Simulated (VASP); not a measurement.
# W (Im-3m) in VASP: relaxation of cell and atoms with r2SCAN

Aim: the relaxation of cell and atoms of W with r2SCAN.

Program: VASP 6.6.1. These are calculated values, not measurements. Logs are shortened: lines on timing, memory, paths and dates and some standing lists are left out, and cuts for length are marked.

## Step 1: The structure

The structure is cubic, space group Im-3m (No. 229). Conventional cell: a = 3.165 Å, b = 3.165 Å, c = 3.165 Å, α = 90.00°, β = 90.00°, γ = 90.00°. W (site symmetry m-3m) has 8 W at 2.74 Å as nearest neighbours.

## Step 2: Relaxation of cell and atoms, r2SCAN

The input, INCAR:

```
SYSTEM = W
PREC = Accurate ; ENCUT = 600
EDIFF = 1E-7 ; ISMEAR = 0
SIGMA = 0.1 ; LREAL = .False.
LASPH = .True. ; NELM = 80
ALGO = Normal ; ISIF = 3
LWAVE = .False. ; LCHARG = .False.
METAGGA = R2SCAN ; LMIXTAU = .True.
IBRION = 2 ; NSW = 80
EDIFFG = -0.004
```

The input, KPOINTS:

```
regular mesh
0
Gamma
  18 18 18
  0 0 0
```

The input, POSCAR:

```
W
1.0
   -1.5824000000      1.5824000000      1.5824000000
    1.5824000000     -1.5824000000      1.5824000000
    1.5824000000      1.5824000000     -1.5824000000
W
1
Direct
    0.0000000000      0.0000000000      0.0000000000
```

Potentials or basis: VASP PAW PBE potentials, release 64 (W_sv).

Command:

```sh
$ cat potpaw_PBE.64/W_sv/POTCAR > POTCAR
$ mpirun -np 1 vasp_std > vasp.out
```

OUTCAR:

```text
SYSTEM = W
   PREC = Accurate
   ENCUT = 600
   EDIFF = 1E-7
   ISMEAR = 0
   LREAL = .False.
   LASPH = .True.
   NELM = 80
   ISIF = 3
   METAGGA = R2SCAN
   IBRION = 2
   NSW = 80
   EDIFFG = -0.004

 ion  position               nearest neighbor table
   1  0.000  0.000  0.000-

  LATTYP: Found a body centered cubic cell.
 ALAT       =     3.1648000000

  Lattice vectors:

 A1 = (  -1.5824000000,   1.5824000000,   1.5824000000)
 A2 = (   1.5824000000,  -1.5824000000,   1.5824000000)
 A3 = (   1.5824000000,   1.5824000000,  -1.5824000000)

Analysis of symmetry for initial positions (statically):
=====================================================================
 Subroutine PRICEL returns:
 Original cell was already a primitive cell.

 Routine SETGRP: Setting up the symmetry group for a
 body centered cubic supercell.

 Subroutine GETGRP returns: Found 48 space group operations
 (whereof 48 operations were pure point group operations)
 out of a pool of 48 trial point group operations.

The static configuration has the point symmetry O_h .

Analysis of symmetry for dynamics (positions and initial velocities):
=====================================================================
 Subroutine PRICEL returns:
 Original cell was already a primitive cell.

 Routine SETGRP: Setting up the symmetry group for a
 body centered cubic supercell.

 Subroutine GETGRP returns: Found 48 space group operations
 (whereof 48 operations were pure point group operations)
 out of a pool of 48 trial point group operations.

The dynamic configuration has the point symmetry O_h .

 Subroutine INISYM returns: Found 48 space group operations
 (whereof 48 operations are pure point group operations),
 and found     1 'primitive' translations

----------------------------------------------------------------------------------------

                                     Primitive cell

  volume of cell :      15.8493

  direct lattice vectors                    reciprocal lattice vectors
    -1.582400000  1.582400000  1.582400000     0.000000000  0.315975733  0.315975733
     1.582400000 -1.582400000  1.582400000     0.315975733  0.000000000  0.315975733
     1.582400000  1.582400000 -1.582400000     0.315975733  0.315975733  0.000000000

  length of vectors
     2.740797198  2.740797198  2.740797198     0.446857167  0.446857167  0.446857167

  position of ions in fractional coordinates (direct lattice)
     0.000000000  0.000000000  0.000000000

  ion indices of the primitive-cell ions
   primitive index   ion index
                 1           1

----------------------------------------------------------------------------------------

 KPOINTS: regular mesh

Automatic generation of k-mesh.
 Grid dimensions read from file:
 generate k-points for:   18   18   18

 Generating k-lattice:

  Cartesian coordinates                     Fractional coordinates (reciprocal lattice)
     0.000000000  0.017554207  0.017554207     0.055555556  0.000000000  0.000000000
     0.017554207  0.000000000  0.017554207     0.000000000  0.055555556  0.000000000
     0.017554207  0.017554207  0.000000000     0.000000000  0.000000000  0.055555556

  Length of vectors
     0.024825398  0.024825398  0.024825398

  Shift w.r.t. Gamma in fractional coordinates (k-lattice)
     0.000000000  0.000000000  0.000000000

 Subroutine IBZKPT returns following result:
 ===========================================

 Found    195 irreducible k-points:

 Following reciprocal coordinates:
            Coordinates               Weight
  0.000000  0.000000  0.000000      1.000000
  0.055556  0.000000  0.000000     12.000000
  0.111111  0.000000  0.000000     12.000000
  0.166667  0.000000  0.000000     12.000000
  0.222222  0.000000  0.000000     12.000000
  0.277778  0.000000  0.000000     12.000000
[... 16 lines left out ...]
  0.333333  0.111111 -0.000000     48.000000
  0.388889  0.111111  0.000000     48.000000
 [... further k-points ...]
   k-points           NKPTS =    195   k-points in BZ     NKDIM =    195   number of bands    NBANDS=     11
   number of dos      NEDOS =    301   number of ions     NIONS =      1
   total plane-waves  NPLWV =  13824
   dimension x,y,z NGX =    24 NGY =   24 NGZ =   24
   dimension x,y,z NGXF=    48 NGYF=   48 NGZF=   48
   ions per type =               1
   NGX,Y,Z   is equivalent  to a cutoff of  14.56, 14.56, 14.56 a.u.
   NGXF,Y,Z  is equivalent  to a cutoff of  29.11, 29.11, 29.11 a.u.
 SYSTEM =  W
   PREC   = accura    normal or accurate (medium, high low for compatibility)
   ISTART =      0    job   : 0-new  1-cont  2-samecut
   ICHARG =      2    charge: 1-file 2-atom 10-const
   ISPIN  =      1    spin polarized calculation?
   LNONCOLLINEAR =      F non collinear calculations
   LSORBIT =      F    spin-orbit coupling
   LASPH  =      T    aspherical Exc in radial PAW
   ENCUT  =  600.0 eV  44.10 Ry    6.64 a.u.   5.47  5.47  5.47*2*pi/ulx,y,z
   NELM   =     80;   NELMIN=  2; NELMDL= -5     # of ELM steps
   EDIFF  = 0.1E-06   stopping-criterion for ELM
   LREAL  =      F    real-space projection
   EDIFFG = -.4E-02   stopping-criterion for IOM
   NSW    =     80    number of steps for IOM
   IBRION =      2    ionic relax: 0-MD 1-quasi-New 2-CG
   NFREE  =      1    steps in history (QN), initial steepest desc. (CG)
   ISIF   =      3    stress and relaxation
   ISYM   =      2    0-nonsym 1-usesym 2-fastsym
   POTIM  = 0.5000    time-step for ionic-motion
   TEBEG  =    0.0;   TEEND  =   0.0 temperature during run
   PSTRESS=    0.0 pullay stress
   NELECT =      14.0000    total number of electrons
   NUPDOWN=      -1.0000    fix difference up-down
   EMIN   =  10.00;   EMAX   =-10.00  energy-range for DOS
   EFERMI =   0.00;   METHOD = LEGACY
   ISMEAR =     0;   SIGMA  =   0.10  broadening in eV -4-tet -1-fermi 0-gaus
   EFERMI_NEDOS =   21; number of points for ismear=-14 and -15
   IALGO  =     38    algorithm
   IMIX   =      4    mixing-type and parameters
     AMIX     =   0.40;   BMIX     =  1.00
     AMIX_MAG =   1.60;   BMIX_MAG =  1.00
  volume/ion in A,a.u.               =      15.85       106.96
  Fermi-wavevector in a.u.,A,eV,Ry     =   1.570777  2.968338 33.570210  2.467341
  Thomas-Fermi vector in A             =   2.672460
   LORBIT       =      0    0 simple, 1 ext, 2 COOP (PROOUT), +10 PAW based schemes
   METAGGA = R2SCAN    functional components
   LHFCALC =     F    Hartree Fock is set to
   AEXX    =    0.0000 exact exchange contribution
   IVDW    =     0    specifies the selected vdW correction
   LEPSILON=     F    determine dielectric tensor
   LRPA    =     F    only Hartree local field effects (RPA)
 conjugate gradient relaxation of ions
 non-spin polarized calculation
 Gauss-broadening in eV      SIGMA  =   0.10
  energy-cutoff  :      600.00
  volume of cell :       15.85
 maximum number of plane-waves:       543
 NGX is ok and might be reduce to    24
   NGX = 11   NGY = 11   NGZ = 11

--------------------------------------- Ionic step        1  -------------------------------------------

 number of electron      14.0000002 magnetization

 Free energy of the ion-electron system (eV)
  ---------------------------------------------------
  ext. energy  EPLUGINS =         0.00000000
  ---------------------------------------------------
  free energy    TOTEN  =       -51.34743958 eV

  energy without entropy =      -51.34388315  energy(sigma->0) =      -51.34566136

------------------------ aborting loop because EDIFF is reached ----------------------------------------

  FORCE on cell =-STRESS in cart. coord.  units (eV):
  Direction    XX          YY          ZZ          XY          YZ          ZX
  --------------------------------------------------------------------------------------
  -------------------------------------------------------------------------------------
  Total        0.2346340      0.2346340      0.2346340     -0.0000000     -0.0000000      0.0000000
  in kB       23.7188036     23.7188036     23.7188036     -0.0000000     -0.0000000      0.0000000
  external PRESSURE =      23.7188036 kB  Pullay stress =       0.0000000 kB
[... 55 lines left out ...]
  energy  without entropy=      -51.3335090959  energy(sigma->0) =      -51.33547335

--------------------------------------- Ionic step        3  -------------------------------------------

 number of electron      14.0000002 magnetization

 Free energy of the ion-electron system (eV)
  ---------------------------------------------------
  ext. energy  EPLUGINS =         0.00000000
  ---------------------------------------------------
  free energy    TOTEN  =       -51.34829041 eV

  energy without entropy =      -51.34464885  energy(sigma->0) =      -51.34646963

 E-fermi :  11.1784     XC(G=0): -14.9114

 val. band max:       11.1689076059   @ k =  -0.1667   0.1667   0.0556
 cond. band min:      11.1905537714   @ k =  -0.3889   0.3889   0.2778
 fundamental gap:      0.0216461654
 Fermi energy:        11.1784370776

 k-point     1 :       0.0000    0.0000    0.0000
  band No.  band energies     occupation
      1     -64.9321      2.00000
      2     -27.8040      2.00000
      3     -27.8040      2.00000
      4     -27.8040      2.00000
      5       1.0972      2.00000
      6       9.9172      2.00000
      7       9.9172      2.00000
      8       9.9172      2.00000
      9      13.7354      0.00000
     10      13.7354      0.00000
     11      26.4275      0.00000
[... 309 lines left out ...]
 k-point    24 :       0.3889    0.1111    0.0000
  band No.  band energies     occupation
      1     -64.7854      2.00000
      2     -29.0621      2.00000
      3     -28.2739      2.00000
      4     -27.8704      2.00000
      5       5.1216      2.00000
      6       7.6268      2.00000
      7      10.4609      2.00000
      8      13.4184      0.00000
      9      14.8087      0.00000
     10      17.7553      0.00000
     11      22.5990      0.00000

 [... further k-points ...]

------------------------ aborting loop because EDIFF is reached ----------------------------------------

  FORCE on cell =-STRESS in cart. coord.  units (eV):
  Direction    XX          YY          ZZ          XY          YZ          ZX
  --------------------------------------------------------------------------------------
  -------------------------------------------------------------------------------------
  Total       -0.0016793     -0.0016793     -0.0016793     -0.0000000      0.0000000     -0.0000000
  in kB       -0.1685117     -0.1685117     -0.1685117     -0.0000000      0.0000000     -0.0000000
  external PRESSURE =      -0.1685117 kB  Pullay stress =       0.0000000 kB
[... 16 lines left out ...]
  FREE ENERGIE OF THE ION-ELECTRON SYSTEM (eV)
  ---------------------------------------------------
  free  energy   TOTEN  =       -51.3482904135 eV

  energy  without entropy=      -51.3446488521  energy(sigma->0) =      -51.34646963

 reached required accuracy - stopping structural energy minimisation
```

Run time: 5.2 min. Hardware: 1 thread of Intel Xeon Platinum 8259CL at 2.50GHz (Skylake/Cascade Lake), shared host; peak memory 0.19 GiB.

Results:

- Free energy: -51.3483 eV
- Relaxed volume: 15.97 Å³/atom
- Relaxed cell: a = 2.748 Å, b = 2.748 Å, c = 2.748 Å, α = 109.47°, β = 109.47°, γ = 109.47°
- Space group after relaxing (to 0.05 Å): Im-3m (No. 229)
- Energy gained by relaxing: 0.9 meV/atom
- Ionic steps: 3
- Pressure after relaxing: 0.0 GPa
- Band gap on the k mesh: none (metal or under the smearing width)

The path:
```
step  energy change (eV)  largest force (eV/Å)  pressure (GPa)  volume (Å³)
   1              0.0000                0.0000            2.37        15.85
   2              0.0100                0.0000           -7.92        16.39
   3             -0.0009                0.0000           -0.02        15.97
```

Final structure:
```yaml
crystal:
  lattice:
    - [-1.58631, 1.58631, 1.58631]
    - [1.58631, -1.58631, 1.58631]
    - [1.58631, 1.58631, -1.58631]
  atoms:
    - { symbol: W, position: [0.00000, 0.00000, 0.00000] }
```

Caveat: the PAW data sets were made with another functional, which shifts forces and pressure a little. The run has no spin-orbit coupling, so splittings on W are missing.
